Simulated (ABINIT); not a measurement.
Input of an ABINIT 10.8.3 (patched build) run:

run.abi

```
# Datasets: ground state, then fixed potential
ndtset 2

# Pseudopotentials
pp_dirpath "./"
pseudos "Lu.LDA_PW-JTH.xml, H.LDA_PW-JTH.xml"

# Structure
acell 3*1.0 Angstrom
rprim
     0.0000000000     2.5165000000     2.5165000000
     2.5165000000     0.0000000000     2.5165000000
     2.5165000000     2.5165000000     0.0000000000
ntypat 2
znucl 71 1
natom 3
typat 1 2 2
xred
     0.0000000000     0.0000000000     0.0000000000
     0.7500000000     0.7500000000     0.7500000000
     0.2500000000     0.2500000000     0.2500000000

# Plane-wave basis
ecut 816.341587 eV
pawecutdg 52.0

# Exchange and correlation
ixc 7

# Bands and occupations
occopt 3
tsmear 0.05 eV

# SCF cycle
nstep 100

# Output
iomode 3
prtwf 0
prteig 0
prtebands 0
enunit 1
prtden1 1
prtvha1 1
prtvclmb1 1
prtpot1 1

# Dataset 1
kptopt1 1
ngkpt1 9 9 9
nshiftk1 1
shiftk1 0.0 0.0 0.0
nband1 18
tolvrs1 1.0e-9

# Dataset 2: bands along G-X-W-K-G-L-U-W-L-K
iscf2 -2
getden2 1
nband2 22
nbdbuf2 2
tolwfr2 1.0e-12
kptopt2 -9
ndivsm2 5
prteig2 1
kptbounds2
     0.0000000000     0.0000000000     0.0000000000
     0.5000000000     0.0000000000     0.5000000000
     0.5000000000     0.2500000000     0.7500000000
     0.3750000000     0.3750000000     0.7500000000
     0.0000000000     0.0000000000     0.0000000000
     0.5000000000     0.5000000000     0.5000000000
     0.6250000000     0.2500000000     0.6250000000
     0.5000000000     0.2500000000     0.7500000000
     0.5000000000     0.5000000000     0.5000000000
     0.3750000000     0.3750000000     0.7500000000
```

Potentials or basis: JTH PAW LDA v2.0.

Launch:

```bash
$ abinit run.abi > log 2>&1
```

Task: What does it give for the pressure?

Result: -6.5 GPa.

Task: What does it give for the band gap on the k mesh?

Result: None (metal or under the smearing width).

Levels at the corners of the path, in eV from the Fermi level:
| point | band 11 | band 12 | band 13 | band 14 | band 15 | band 16 |
| --- | --- | --- | --- | --- | --- | --- |
| Γ | -4.84 | -4.84 | 0.03 | 1.33 | 1.33 | 1.33 |
| X | -4.86 | -4.86 | -3.93 | -2.31 | 5.85 | 5.94 |
| W | -4.87 | -4.46 | -4.46 | -1.08 | 1.73 | 5.95 |
| K | -4.85 | -4.75 | -4.17 | -1.40 | 3.64 | 4.04 |
| Γ | -4.84 | -4.84 | 0.03 | 1.33 | 1.33 | 1.33 |
| L | -4.85 | -4.83 | -3.88 | 1.41 | 1.41 | 5.40 |
| U | -4.85 | -4.75 | -4.17 | -1.40 | 3.64 | 4.04 |
| W | -4.87 | -4.46 | -4.46 | -1.08 | 1.73 | 5.95 |
| L | -4.85 | -4.83 | -3.88 | 1.41 | 1.41 | 5.40 |
| K | -4.85 | -4.75 | -4.17 | -1.40 | 3.64 | 4.04 |

Caveat: spin-orbit coupling is left out, which moves the levels of the heavy elements.
